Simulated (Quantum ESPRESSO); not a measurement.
# NbP (I4_1md) in Quantum ESPRESSO: further runs, part 2 of 2

Quantum ESPRESSO 7.5. The steps go on from the part before.

## Step 5: Single point, PBEsol+U

File pw.in:

```
&CONTROL
  calculation = 'scf'
  prefix = 'pwscf'
  outdir = './tmp'
  pseudo_dir = './pseudo'
  tprnfor = .true.
  tstress = .true.
  disk_io = 'nowf'
/
&SYSTEM
  ibrav = 0
  A = 6.20963587
  nat = 4
  ntyp = 2
  ecutwfc = 45
  ecutrho = 360
  nbnd = 29
  occupations = 'smearing'
  smearing = 'fd'
  degauss = 0.00367493
/
&ELECTRONS
  conv_thr = 8d-10
  electron_maxstep = 120
  mixing_beta = 0.3
/
ATOMIC_SPECIES
Nb    92.9064 nb_pbesol_v1.uspp.F.UPF
P     30.9738 p_pbesol_v1.5.uspp.F.UPF
CELL_PARAMETERS alat
  -0.2697297055    0.2697297055    0.9243872420
   0.2697297055   -0.2697297055    0.9243872420
   0.2697297055    0.2697297055   -0.9243872420
ATOMIC_POSITIONS alat
Nb     0.2697297055    0.0000000000    0.4619732471
Nb     0.0000000000    0.0000000000    0.9241668681
P      0.0000000000    0.2697297055    0.6151755868
P      0.0000000000    0.0000000000    0.1529819658
K_POINTS automatic
11 11 11 0 0 0
HUBBARD {ortho-atomic}
U Nb-4d 8.0
```

Potentials or basis: GBRV 1.5 PBEsol.

The run is started by

```console
OMP_NUM_THREADS=1 mpirun -n 2 pw.x -nk 2 -in pw.in > pw.out
```

pw.out:

```text
This program is part of the open-source Quantum ESPRESSO suite
     for quantum simulation of materials; please cite
         "P. Giannozzi et al., J. Phys.:Condens. Matter 21 395502 (2009);
         "P. Giannozzi et al., J. Phys.:Condens. Matter 29 465901 (2017);
         "P. Giannozzi et al., J. Chem. Phys. 152 154105 (2020);
     in publications or presentations arising from this work. More details at

     Message from routine setup:
     using ibrav=0 with symmetry is DISCOURAGED, use correct ibrav instead

     K-points division:     npool     =       2
     Subspace diagonalization in iterative solution of the eigenvalue problem:
     a serial algorithm will be used

     G-vector sticks info
     --------------------
     sticks:   dense  smooth     PW     G-vecs:    dense   smooth      PW
     Sum        2783    1389    457                50121    17787    3339

     Using Slab Decomposition

     bravais-lattice index     =            0
     lattice parameter (alat)  =      11.7345  a.u.
     unit-cell volume          =     434.6768 (a.u.)^3
     number of atoms/cell      =            4
     number of atomic types    =            2
     number of electrons       =        36.00
     number of Kohn-Sham states=           29
     kinetic-energy cutoff     =      45.0000  Ry
     charge density cutoff     =     360.0000  Ry
     scf convergence threshold =      8.0E-10
     mixing beta               =       0.3000
     number of iterations used =            8  plain     mixing
     Exchange-correlation= SLA  PW   PSX  PSC
                           (   1   4  10   8   0   0   0)
     Hubbard projectors: ortho-atomic
     Hubbard parameters of DFT+U (Dudarev formulation) in eV:
     U(Nb-4d) =  8.0000

     Internal variables: lda_plus_u =T, lda_plus_u_kind = 0

     Internal variables: orbital_resolved =F, hub_pot_fix =F, apply_U = F

     celldm(1)=  11.734511  celldm(2)=   0.000000  celldm(3)=   0.000000
     celldm(4)=   0.000000  celldm(5)=   0.000000  celldm(6)=   0.000000

     crystal axes: (cart. coord. in units of alat)
               a(1) = (  -0.269730   0.269730   0.924387 )
               a(2) = (   0.269730  -0.269730   0.924387 )
               a(3) = (   0.269730   0.269730  -0.924387 )

     reciprocal axes: (cart. coord. in units 2 pi/alat)
               b(1) = (  0.000000  1.853708  0.540899 )
               b(2) = (  1.853708  0.000000  0.540899 )
               b(3) = (  1.853708  1.853708  0.000000 )

     PseudoPot. # 1 for Nb read from file:
     nb_pbesol_v1.uspp.F.UPF
     Pseudo is Ultrasoft + core correction, Zval = 13.0
     Generated by new atomic code, or converted to UPF format
     Using radial grid of  887 points,  6 beta functions with:
                l(1) =   0
                l(2) =   0
                l(3) =   1
                l(4) =   1
                l(5) =   2
                l(6) =   2
     Q(r) pseudized with  6 coefficients,  rinner =    1.000   1.000   1.000
                                                       1.000   1.000

     PseudoPot. # 2 for P  read from file:
     p_pbesol_v1.5.uspp.F.UPF
     Pseudo is Ultrasoft + core correction, Zval =  5.0
     Generated by new atomic code, or converted to UPF format
     Using radial grid of  903 points,  6 beta functions with:
                l(1) =   0
                l(2) =   0
                l(3) =   1
                l(4) =   1
                l(5) =   2
                l(6) =   2
     Q(r) pseudized with  8 coefficients,  rinner =    1.300   1.300   1.300
                                                       1.300   1.300

     atomic species   valence    mass     pseudopotential
     Nb               13.00    92.90640     Nb( 1.00)
     P                 5.00    30.97380     P ( 1.00)

      8 Sym. Ops. (no inversion) found ( 4 have fractional translation)

   Cartesian axes

     site n.     atom                  positions (alat units)
         1        Nb     tau(   1) = (   0.2697297   0.0000000   0.4619732  )
         2        Nb     tau(   2) = (   0.0000000   0.0000000   0.9241669  )
         3        P      tau(   3) = (   0.0000000   0.2697297   0.6151756  )
         4        P      tau(   4) = (   0.0000000   0.0000000   0.1529820  )

     number of k points=   126  Fermi-Dirac smearing, width (Ry)=  0.0037

     Number of k-points >= 100: set verbosity='high' to print them.

     Dense  grid:    50121 G-vectors     FFT dimensions: (  72,  72,  72)

     Smooth grid:    17787 G-vectors     FFT dimensions: (  60,  60,  54)

     Initial potential from superposition of free atoms

     starting charge      35.9947, renormalised to      36.0000

     STARTING HUBBARD OCCUPATIONS:

     =================== HUBBARD OCCUPATIONS ===================
     ------------------------ ATOM    1 ------------------------
     Tr[ns(  1)] =   4.00000
     eigenvalues:
       0.400  0.400  0.400  0.400  0.400
     eigenvectors (columns):
       1.000  0.000  0.000  0.000  0.000
       0.000  1.000  0.000  0.000  0.000
       0.000  0.000  1.000  0.000  0.000
       0.000  0.000  0.000  1.000  0.000
       0.000  0.000  0.000  0.000  1.000
     occupation matrix ns (before diag.):
       0.400  0.000  0.000  0.000  0.000
       0.000  0.400  0.000  0.000  0.000
       0.000  0.000  0.400  0.000  0.000
       0.000  0.000  0.000  0.400  0.000
       0.000  0.000  0.000  0.000  0.400
     ------------------------ ATOM    2 ------------------------
     Tr[ns(  2)] =   4.00000
     eigenvalues:
       0.400  0.400  0.400  0.400  0.400
     eigenvectors (columns):
       1.000  0.000  0.000  0.000  0.000
       0.000  1.000  0.000  0.000  0.000
       0.000  0.000  1.000  0.000  0.000
       0.000  0.000  0.000  1.000  0.000
       0.000  0.000  0.000  0.000  1.000
     occupation matrix ns (before diag.):
       0.400  0.000  0.000  0.000  0.000
       0.000  0.400  0.000  0.000  0.000
       0.000  0.000  0.400  0.000  0.000
       0.000  0.000  0.000  0.400  0.000
       0.000  0.000  0.000  0.000  0.400

     Number of occupied Hubbard levels =    8.0000

     Atomic wfc used for Hubbard projectors are orthogonalized

     Starting wfcs are   34 randomized atomic wfcs

     Self-consistent Calculation

     iteration #  1     ecut=    45.00 Ry     beta= 0.30
     Davidson diagonalization with overlap
     ethr =  1.00E-02,  avg # of iterations =  5.3

     =================== HUBBARD OCCUPATIONS ===================
     ------------------------ ATOM    1 ------------------------
     Tr[ns(  1)] =   3.46591
     eigenvalues:
       0.307  0.312  0.359  0.363  0.392
     eigenvectors (columns):
      -0.000 -0.000  0.335  0.000  0.942
      -1.000  0.000  0.000 -0.000 -0.000
      -0.000 -0.000 -0.000  1.000 -0.000
       0.000  0.000  0.942  0.000 -0.335
       0.000  1.000 -0.000  0.000  0.000
     occupation matrix ns (before diag.):
       0.389 -0.000 -0.000 -0.011  0.000
      -0.000  0.307 -0.000  0.000  0.000
      -0.000 -0.000  0.363  0.000  0.000
      -0.011  0.000  0.000  0.363 -0.000
       0.000  0.000  0.000 -0.000  0.312
     ------------------------ ATOM    2 ------------------------
     Tr[ns(  2)] =   3.46591
     eigenvalues:
       0.307  0.312  0.359  0.363  0.392
     eigenvectors (columns):
       0.000 -0.000  0.335 -0.000 -0.942
       0.000 -0.000  0.000  1.000  0.000
       1.000  0.000 -0.000 -0.000  0.000
[... 137 lines left out ...]
     total energy              =    -265.69814185 Ry
     estimated scf accuracy    <          3.0E-09 Ry

     iteration # 20     ecut=    45.00 Ry     beta= 0.30
     Davidson diagonalization with overlap
     ethr =  8.32E-12,  avg # of iterations =  2.0

     total energy              =    -265.69814185 Ry
     estimated scf accuracy    <          8.8E-10 Ry

     iteration # 21     ecut=    45.00 Ry     beta= 0.30
     Davidson diagonalization with overlap
     ethr =  2.44E-12,  avg # of iterations =  2.1

     End of self-consistent calculation

     =================== HUBBARD OCCUPATIONS ===================
     ------------------------ ATOM    1 ------------------------
     Tr[ns(  1)] =   4.18189
     eigenvalues:
       0.364  0.397  0.405  0.436  0.490
     eigenvectors (columns):
       0.000  0.230  0.000  0.973  0.000
       1.000  0.000 -0.000 -0.000  0.000
       0.000 -0.000  0.000  0.000 -1.000
      -0.000  0.973  0.000 -0.230 -0.000
      -0.000  0.000 -1.000  0.000 -0.000
     occupation matrix ns (before diag.):
       0.434 -0.000 -0.000 -0.009  0.000
      -0.000  0.364 -0.000  0.000  0.000
      -0.000 -0.000  0.490  0.000  0.000
      -0.009  0.000  0.000  0.399 -0.000
       0.000  0.000  0.000 -0.000  0.405
     ------------------------ ATOM    2 ------------------------
     Tr[ns(  2)] =   4.18189
     eigenvalues:
       0.364  0.397  0.405  0.436  0.490
     eigenvectors (columns):
       0.000  0.230  0.000  0.973 -0.000
       0.000  0.000 -0.000  0.000  1.000
       1.000 -0.000  0.000 -0.000 -0.000
      -0.000 -0.973 -0.000  0.230  0.000
      -0.000 -0.000  1.000  0.000  0.000
     occupation matrix ns (before diag.):
       0.434 -0.000 -0.000  0.009  0.000
      -0.000  0.490 -0.000  0.000  0.000
      -0.000 -0.000  0.364  0.000  0.000
       0.009  0.000  0.000  0.399 -0.000
       0.000  0.000  0.000 -0.000  0.405

     Number of occupied Hubbard levels =    8.3638

     Number of k-points >= 100: set verbosity='high' to print the bands.

     the Fermi energy is    15.1391 ev

!    total energy              =    -265.69814186 Ry
     estimated scf accuracy    <          1.9E-10 Ry
     smearing contrib. (-TS)   =      -0.00045690 Ry
     internal energy E=F+TS    =    -265.69768495 Ry

     The total energy is F=E-TS. E is the sum of the following terms:
     one-electron contribution =     -42.06882267 Ry
     hartree contribution      =      38.85876805 Ry
     xc contribution           =     -48.56727617 Ry
     ewald contribution        =    -215.34026747 Ry
     Hubbard energy            =       1.41991331 Ry

     convergence has been achieved in  21 iterations

     Forces acting on atoms (cartesian axes, Ry/au):

     atom    1 type  1   force =    -0.00000000   -0.00000000    0.00495428
     atom    2 type  1   force =     0.00000000    0.00000000    0.00495428
     atom    3 type  2   force =     0.00000000    0.00000000   -0.00495428
     atom    4 type  2   force =    -0.00000000    0.00000000   -0.00495428

     Total force =     0.009909     Total SCF correction =     0.000005

     Computing stress (Cartesian axis) and pressure

          total   stress  (Ry/bohr**3)                   (kbar)     P=      -22.49
  -0.00011815   0.00000000   0.00000000          -17.38        0.00        0.00
   0.00000000  -0.00011815   0.00000000            0.00      -17.38        0.00
   0.00000000   0.00000000  -0.00022242            0.00        0.00      -32.72

=------------------------------------------------------------------------------=
   JOB DONE.
=------------------------------------------------------------------------------=
```

Run time: 5.7 min. Hardware: 2 MPI ranks of Arm Neoverse V2, shared host; peak memory 0.48 GiB.

What came out:

```yaml
Free_energy: -3615.0074 eV
Pressure: -2.2 GPa
Largest_force: 0.127 eV/Å
Band_gap_on_the_k_mesh: none (metal or under the smearing width)
```

Forces in eV/Å, atoms in the order of the input:
```
Nb   0.000  0.000  0.127
Nb   0.000  0.000  0.127
P    0.000  0.000 -0.127
P    0.000  0.000 -0.127
```

Levels at points of the mesh, in eV from the Fermi level:
| k point | band 15 | band 16 | band 17 | band 18 | band 19 | band 20 | band 21 | band 22 |
| --- | --- | --- | --- | --- | --- | --- | --- | --- |
| (0.00, 0.00, 0.00) | -1.91 | -1.69 | -1.54 | -1.54 | 1.04 | 1.78 | 2.50 | 3.01 |

Eigenvalues of the final occupation matrices:
| site | spin | trace | eigenvalues |
| --- | --- | --- | --- |
| Nb 1 4d | each | 2.09 | 0.36 0.40 0.40 0.44 0.49 |
| Nb 2 4d | each | 2.09 | 0.36 0.40 0.40 0.44 0.49 |

Caveat: U without spin polarisation on a metal has little footing; the U is typed as a test and isn't derived for this compound.

## Step 6: The runs side by side

```tsv
U	gap on the mesh (eV)	pressure (GPa)	largest force (eV/Å)
Nb d U = 4 eV	none	-4.9	0.02
Nb d U = 5 eV	none	-4.3	0.01
Nb d U = 6 eV	none	-3.4	0.03
Nb d U = 8 eV	none	-2.2	0.13
```

Alike in all rows: task single point; level PBEsol+U; potentials or basis GBRV 1.5 PBEsol; no spin polarisation; cell as given; k mesh 11 × 11 × 11; cutoff (eV) 612; smearing fermi-dirac 0.05 eV.

Every run on the cell as given and a fine mesh finds a metal.

Caveats: U without spin polarisation on a metal has little footing; the U is typed as a test and isn't derived for this compound.

Absolute energies hang on the potentials; compare differences alone.
